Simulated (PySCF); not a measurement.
Isomers of C5H8O2.

All values: CAM-B3LYP/def2-SVPD (PySCF) at PBE0-D3(BJ)/def2-SVP geometries, gas phase, one conformer each. Core orbitals are frozen in the response; Δα² is half the sum of the squared differences of the principal polarisabilities.

Task: Rank by mean static polarisability, highest first.
A. `[O:1]=[C:2]1[CH2:3][CH2:4][O:5][CH2:6][CH2:7]1` with O1–C2–C3–C4 -132°, C2–C3–C4–O5 -53°, C3–C4–O5–C6 62°, C4–O5–C6–C7 -62° (tetrahydropyran-4-one)
B. `[CH3:1][O:2]/[CH:3]=[CH:4]\[CH2:5][CH:6]=[O:7]` with C1–O2–C3–C4 -171°, C3–C4–C5–C6 -92°, C4–C5–C6–O7 -126°
C. `[CH2:1]=[C:2]([CH3:3])[C:4](=[O:5])[O:6][CH3:7]` with C1–C2–C4–O5 -1°, C2–C4–O6–C7 180° (methyl methacrylate)

Result: B (10.68 Å³), C (10.28 Å³), A (9.46 Å³).

Task: Rank by dipole moment, highest first.
A. `[O:1]=[C:2]1[CH2:3][CH2:4][CH2:5][CH2:6][O:7]1` with O1–C2–C3–C4 -162°, C2–C3–C4–C5 -45°, C3–C4–C5–C6 59°, C4–C5–C6–O7 -52° (delta-valerolactone)
B. `[CH2:1]=[C:2]([CH3:3])[C:4](=[O:5])[O:6][CH3:7]` with C1–C2–C4–O5 -1°, C2–C4–O6–C7 180°
C. `[CH2:1]=[CH:2][C@H:3]([CH3:4])[C:5](=[O:6])[OH:7]` with C1–C2–C3–C4 -122°, C2–C3–C5–O6 81°, C3–C5–O7–H 177°
D. `[CH3:1][O:2]/[CH:3]=[CH:4]\[CH2:5][CH:6]=[O:7]` with C1–O2–C3–C4 -171°, C3–C4–C5–C6 -92°, C4–C5–C6–O7 -126°
E. `[CH3:1][C:2](=[O:3])/[CH:4]=[C:5](/[CH3:6])[OH:7]` with C1–C2–C4–C5 -179°, C4–C5–O7–H 0°
F. `[CH3:1]/[CH:2]=[C:3](\[CH3:4])[C:5](=[O:6])[OH:7]` with C2–C3–C5–O6 178°, C3–C5–O7–H 180°

Result: A (5.06 D), D (4.83 D), E (3.29 D), F (2.52 D), B (2.01 D), C (1.60 D).

Task: Rank by vertical ionisation energy (ΔSCF), highest first.
A. `[CH3:1]/[CH:2]=[C:3](\[CH3:4])[C:5](=[O:6])[OH:7]` with C2–C3–C5–O6 178°, C3–C5–O7–H 180°
B. `[CH2:1]=[CH:2][C@H:3]([CH3:4])[C:5](=[O:6])[OH:7]` with C1–C2–C3–C4 -122°, C2–C3–C5–O6 81°, C3–C5–O7–H 177° (2-methyl-3-butenoic acid)
C. `[CH3:1][C:2](=[O:3])/[CH:4]=[C:5](/[CH3:6])[OH:7]` with C1–C2–C4–C5 -179°, C4–C5–O7–H 0°
D. `[O:1]=[C:2]1[CH2:3][CH2:4][CH2:5][CH2:6][O:7]1` with O1–C2–C3–C4 -162°, C2–C3–C4–C5 -45°, C3–C4–C5–C6 59°, C4–C5–C6–O7 -52°

Result: D (10.13 eV), B (9.91 eV), A (9.59 eV), C (9.11 eV).

All values together:

```tsv
SMILES	μ (D)	HOMO (eV)	LUMO (eV)	α (Å³)	Δα (Å³)	ΔSCF removal energy (eV)
O=C1CCOCC1	1.94	-8.77	0.36	9.46	2.03	9.62
O=C1CCCCO1	5.06	-9.24	0.86	9.44	2.84	10.13
C/C=C(\C)C(=O)O	2.52	-8.82	-0.03	10.51	5.87	9.59
C=C[C@H](C)C(=O)O	1.60	-9.07	0.62	10.18	3.02	9.91
C=C(C)C(=O)OC	2.01	-9.08	-0.11	10.28	5.17	9.92
CO/C=C\CC=O	4.83	-7.98	0.46	10.68	5.99	–
CC(=O)/C=C(/C)O	3.29	-8.35	-0.20	10.69	6.33	9.11
```

Conformers: `[O:1]=[C:2]1[CH2:3][CH2:4][O:5][CH2:6][CH2:7]1` with O1–C2–C3–C4 -132°, C2–C3–C4–O5 -53°, C3–C4–O5–C6 62°, C4–O5–C6–C7 -62°; `[O:1]=[C:2]1[CH2:3][CH2:4][CH2:5][CH2:6][O:7]1` with O1–C2–C3–C4 -162°, C2–C3–C4–C5 -45°, C3–C4–C5–C6 59°, C4–C5–C6–O7 -52°; `[CH3:1]/[CH:2]=[C:3](\[CH3:4])[C:5](=[O:6])[OH:7]` with C2–C3–C5–O6 178°, C3–C5–O7–H 180°; `[CH2:1]=[CH:2][C@H:3]([CH3:4])[C:5](=[O:6])[OH:7]` with C1–C2–C3–C4 -122°, C2–C3–C5–O6 81°, C3–C5–O7–H 177°; `[CH2:1]=[C:2]([CH3:3])[C:4](=[O:5])[O:6][CH3:7]` with C1–C2–C4–O5 -1°, C2–C4–O6–C7 180°; `[CH3:1][O:2]/[CH:3]=[CH:4]\[CH2:5][CH:6]=[O:7]` with C1–O2–C3–C4 -171°, C3–C4–C5–C6 -92°, C4–C5–C6–O7 -126°; `[CH3:1][C:2](=[O:3])/[CH:4]=[C:5](/[CH3:6])[OH:7]` with C1–C2–C4–C5 -179°, C4–C5–O7–H 0°.

A dash marks a removal energy that wasn't run or isn't settled.

Task: By how much does the ΔSCF value exceed −ε(HOMO) over the species that have both?

Result: By 0.77 to 0.89 eV, 0.83 eV on average, over 6 species.
